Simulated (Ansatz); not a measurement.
# In3GaP4: the cost of one run

Program: Ansatz 0.2.0. Level of theory: DFT PBE, scalar-relativistic, plane waves, PAW. These are calculated values, not measurements.

1 further run of the same task is left out (it didn't finish).

### Step 1. The starting structure

Symmetry: P4/mmm, No. 123, tetragonal system. The conventional cell has a = 3.867 Å, b = 3.867 Å, c = 10.885 Å, α = 90.00°, β = 90.00°, γ = 90.00°. Around In (site symmetry 4/mmm) lie 6 P at 2.73 to 2.89 Å. Around In (site symmetry 4mm) lie 6 P at 2.69 to 2.76 Å. Ga (site symmetry 4/mmm) has 6 P at 2.55 to 2.73 Å as nearest neighbours. P (site symmetry 4mm) has 1 Ga at 2.55 Å and 5 In at 2.74 to 2.89 Å as nearest neighbours. P (site symmetry 4/mmm) is surrounded by 2 In at 2.69 Å and 4 Ga at 2.73 Å. P (site symmetry 4/mmm) is surrounded by 6 In at 2.73 to 2.76 Å.

Coordinates:

```cif
data_structure
_symmetry_space_group_name_H-M 'P4/mmm'
_symmetry_Int_Tables_number 123
_cell_length_a 3.8665
_cell_length_b 3.8665
_cell_length_c 10.8854
_cell_angle_alpha 90.000
_cell_angle_beta 90.000
_cell_angle_gamma 90.000
_cell_volume 162.74
loop_
_atom_site_label
_atom_site_type_symbol
_atom_site_symmetry_multiplicity
_atom_site_Wyckoff_symbol
_atom_site_fract_x
_atom_site_fract_y
_atom_site_fract_z
_atom_site_occupancy
In1 In 1 a 0.00000 0.00000 0.00000 1
In2 In 2 h 0.50000 0.50000 0.25318 1
Ga1 Ga 1 b 0.00000 0.00000 0.50000 1
P1 P 2 g 0.00000 0.00000 0.26542 1
P2 P 1 d 0.50000 0.50000 0.50000 1
P3 P 1 c 0.50000 0.50000 0.00000 1
```

The cell was relaxed beforehand at this level, from a generated guess; it needn't be the stable form of this composition. At a tolerance of 0.05 Å it has space group P4/mmm (No. 123); it has 20.34 Å³/atom, an uncorrected energy of +0.02 eV/atom over the elements.

### Step 2. Electronic structure at the relaxed geometry

File input.yaml:

```yaml
crystal:
  lattice:
    - [3.8665303084, 0.0, 0.0]
    - [0.0, 3.8665303084, 0.0]
    - [0.0, 0.0, 10.8854399358]
  atoms:
    - { symbol: In, position: [0.0, 0.0, 0.0] }
    - { symbol: In, position: [0.5, 0.5, 0.2531837766] }
    - { symbol: In, position: [0.5, 0.5, 0.7468162234] }
    - { symbol: Ga, position: [0.0, 0.0, 0.5] }
    - { symbol: P, position: [0.0, 0.0, 0.2654220335] }
    - { symbol: P, position: [0.5, 0.5, 0.5] }
    - { symbol: P, position: [0.0, 0.0, 0.7345779665] }
    - { symbol: P, position: [0.5, 0.5, 0.0] }
basis:
  ecutwfc: 420
kpoints:
  mp_grid: { grid: [10, 10, 4] }
  band_path:
    path:
      - [[0.0, 0.0, 0.0], [0.0, 0.5, 0.0], [0.5, 0.5, 0.0], [0.0, 0.0, 0.0], [0.0, 0.0, 0.5], [0.0, 0.5, 0.5], [0.5, 0.5, 0.5], [0.0, 0.0, 0.5]]
      - [[0.0, 0.5, 0.0], [0.0, 0.5, 0.5]]
      - [[0.5, 0.5, 0.0], [0.5, 0.5, 0.5]]
    npoints: 14
hamiltonian:
  xc: pbe
scf:
  occupations: { method: gaussian, width: 0.1 }
  n_extra_bands: 20
output:
  forces: true
  stress: true
  eigenvalues: true
  populations: true
  dos: { projected: true, de: 0.02, nscf_kmesh: { grid: [12, 12, 5] } }
  bader: true
```

Run with:

```bash
ansatz run input.yaml --threads 1 --pin off --max-ram 2560MiB --backend cpu --events-out ev --progress --plain --runs-dir out
```

Q: Estimate wall time and peak memory on 1 thread of Intel Xeon at 2.70GHz, shared host.

About 4 min, with a peak of 0.96 GiB.
